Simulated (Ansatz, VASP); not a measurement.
Given: the input of a run of VASP 6.6.1 on BN.

The input INCAR:

```
SYSTEM = BN
  PREC = Accurate
  ENCUT = 520
  EDIFF = 1E-6
  ISMEAR = -1
  SIGMA = 0.05
  LREAL = .False.
  LASPH = .True.
  NELM = 60
  ALGO = Normal
  ISIF = 2
  LWAVE = .False.
  LCHARG = .True.
  GGA = PS
  LELF = .True.
  LVHAR = .True.
  NBANDS = 11
```

Contents of KPOINTS:

```
Automatic mesh
0
Gamma
  13 13 13
  0 0 0
```

POSCAR

```
BN
1.0
    0.0000000000      1.8250079791      1.8250079791
    1.8250079791      0.0000000000      1.8250079791
    1.8250079791      1.8250079791      0.0000000000
N B
1 1
Direct
    0.2500000000      0.2500000000      0.2500000000
    0.0000000000      0.0000000000      0.0000000000
```

Potentials or basis: VASP PAW PBE potentials, release 64 (N, B).

Launch:

```sh
$ cat potpaw_PBE.64/N/POTCAR potpaw_PBE.64/B/POTCAR > POTCAR
$ mpirun -np 1 vasp_std > vasp.out
```

Q: Translate it to Ansatz 0.2.0. Potentials there: Ansatz PAW.

A: As run (the cutoff follows the program's own potentials):

input.yaml

```yaml
crystal:
  lattice:
    - [0.0, 1.8250079791, 1.8250079791]
    - [1.8250079791, 0.0, 1.8250079791]
    - [1.8250079791, 1.8250079791, 0.0]
  atoms:
    - { symbol: "N", position: [0.25, 0.25, 0.25] }
    - { symbol: B, position: [0.0, 0.0, 0.0] }
hamiltonian:
  xc: pbesol
  pseudopotentials: { kind: paw }
kpoints:
  mp_grid: { grid: [13, 13, 13] }
scf:
  occupations: { method: fermi_dirac, width: 0.05 }
output:
  forces: true
  stress: true
  eigenvalues: true
```

Potentials or basis: Ansatz PAW.

Run with:

```console
$ ansatz run input.yaml --threads 1 --pin off --max-ram 3584MiB --backend cpu --events-out ev --progress --plain --runs-dir out
```

Both were run:

|  | VASP | Ansatz | Ansatz less VASP |
| --- | --- | --- | --- |
| gap on the k mesh at the Fermi level (eV) | 4.32 | 4.33 | +0.012 |
| least direct gap on the mesh (eV) | 8.63 | 8.63 | +0.008 |
| pressure (GPa) | -12.7 | -13.2 | -0.48 |

Caveats: the PAW data sets were made with another functional, which shifts forces and pressure a little (VASP); an odd mesh through Γ misses points on the zone boundary, where band edges often lie (VASP); odd divisions of the mesh miss points on the zone boundary, where band edges often lie, so the gap on the mesh can be too wide (Ansatz); the pressure holds a Pulay correction of +1.1 GPa for the finite cutoff (Ansatz); the PAW data sets come from PBE, with cores solved anew for the run's functional, which leaves a small shift of forces and pressure (Ansatz). PBEsol gaps usually lie below the measured ones, often by a third to a half.
